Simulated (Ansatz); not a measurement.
SnTe built on the zincblende prototype was relaxed with r2SCAN, strained in 2 ways (changes of length per length), its atoms relaxed again with r2SCAN, and run with PBE in Ansatz. Note: simulated data, non-magnetic, for a generated structure that need not be the stable one.

Isotropic -1.14 % on every length. Input:
```yaml
crystal:
  lattice:
    - [0.0, 3.54312659, 3.54312659]
    - [3.54312659, 0.0, 3.54312659]
    - [3.54312659, 3.54312659, 0.0]
  atoms:
    - { symbol: Sn, position: [0.0, 0.0, 0.0] }
    - { symbol: Te, position: [0.25, 0.25, 0.25] }
kpoints:
  mp_grid: { grid: [6, 6, 6] }
  band_path:
    path:
      - [0.0, 0.0, 0.0]
      - [-0.5, -0.5, 0.0]
      - [-0.375, -0.375, 0.25]
      - [-0.375, 0.0, 0.375]
      - [0.0, 0.0, 0.5]
      - [-0.5, -0.25, 0.25]
    npoints: 1
hamiltonian:
  xc: pbe
scf:
  occupations: { method: fermi_dirac, width: 0.02 }
  n_extra_bands: 4
output:
  forces: true
  stress: true
  eigenvalues: true
```

Main results, then levels in eV from the Fermi energy at the points of the path (names of the unstrained zone, bands numbered from 0):
```
Crystal: 2 atoms, lattice volume = 88.959 Å³
Basis set: ecut = 420 eV, 1807 PW (Γ)
Symmetry: 24 space group operations
Space group: F-43m (ITA 216)
k-points: 16 of 216 (time reversal used)
Free energy (F): -13004.222716 eV
Fermi energy:    5.572267 eV
--- Forces (eV/Å), atoms counted from 1 ---
  atom   1  Sn      0.00000      0.00000      0.00000
  atom   2  Te      0.00000      0.00000      0.00000
--- Stress (GPa, compression-positive) ---
        1.530913       0.000000       0.000000
        0.000000       1.530913       0.000000
        0.000000       0.000000       1.530913
  P = ⅓ Tr σ = 1.5309 GPa (15.309 kbar)
```
```tsv
point	band_12	band_13	band_14	band_15	band_16	band_17
Γ	-2.036	-2.036	-2.036	1.000	1.000	1.000
X	-3.317	-3.317	-0.676	0.055	4.136	4.136
U	-3.745	-3.115	-0.473	1.209	3.212	3.342
K	-3.745	-3.115	-0.473	1.209	3.212	3.342
L	-2.609	-2.609	-2.075	1.837	1.837	3.662
W	-3.607	-3.511	0.142	1.444	2.255	3.183
```

PBE gives no gap: the lowest nominally empty band dips 0.09 eV below the top of the last filled one (its bottom at X, the top at W), so the cell is a metal or semimetal at this level. The mean pressure is +1.53 GPa (compression positive), so PBE would enlarge the cell's volume.

Problem. Xy shear, engineering strain (angle) -0.47 % gives these blocks instead:
```yaml
crystal:
  lattice:
    - [-0.0084223624, 3.5839840077, 3.5839840077]
    - [3.5839840077, -0.0084223624, 3.5839840077]
    - [3.5755616453, 3.5755616453, 0.0]
  atoms:
    - { symbol: Sn, position: [-0.0004083112, -0.0004083112, 0.0004083112] }
    - { symbol: Te, position: [0.2504083112, 0.2504083112, 0.2495916888] }
```
What comes out?

Solution.
```
Crystal: 2 atoms, lattice volume = 92.072 Å³
Basis set: ecut = 420 eV, 1811 PW (Γ)
Symmetry: 4 space group operations
Space group: Imm2 (ITA 44)
k-points: 46 of 216 (time reversal used)
Free energy (F): -13004.242754 eV
Fermi energy:    5.218696 eV
--- Forces (eV/Å), atoms counted from 1 ---
  atom   1  Sn      0.00000      0.00000    -0.00398
  atom   2  Te      0.00000      0.00000      0.00398
--- Stress (GPa, compression-positive) ---
        0.547852      -0.039330       0.000000
       -0.039330       0.547852       0.000000
        0.000000       0.000000       0.547596
  P = ⅓ Tr σ = 0.5478 GPa (5.478 kbar)
```
```tsv
point	band_12	band_13	band_14	band_15	band_16	band_17
Γ	-1.978	-1.971	-1.963	1.001	1.009	1.017
X	-3.206	-3.182	-0.673	0.100	3.975	3.994
U	-3.594	-3.011	-0.500	1.201	3.119	3.250
K	-3.598	-3.001	-0.484	1.178	3.127	3.247
L	-2.526	-2.520	-2.063	1.822	1.822	3.515
W	-3.466	-3.374	0.076	1.388	2.253	3.151
```
PBE gives an indirect gap of 0.02 eV, from W to X (0, -1/2, -1/2); the least direct gap is 0.77 eV at X (0, -1/2, -1/2). (This is within a few times the smearing of 0.02 eV, so the filling near the edges can be smeared.) The mean pressure is +0.55 GPa (compression positive), so PBE would enlarge the cell's volume.

Spin-orbit coupling is left out, which matters wherever the heavy atoms make up the band edges.
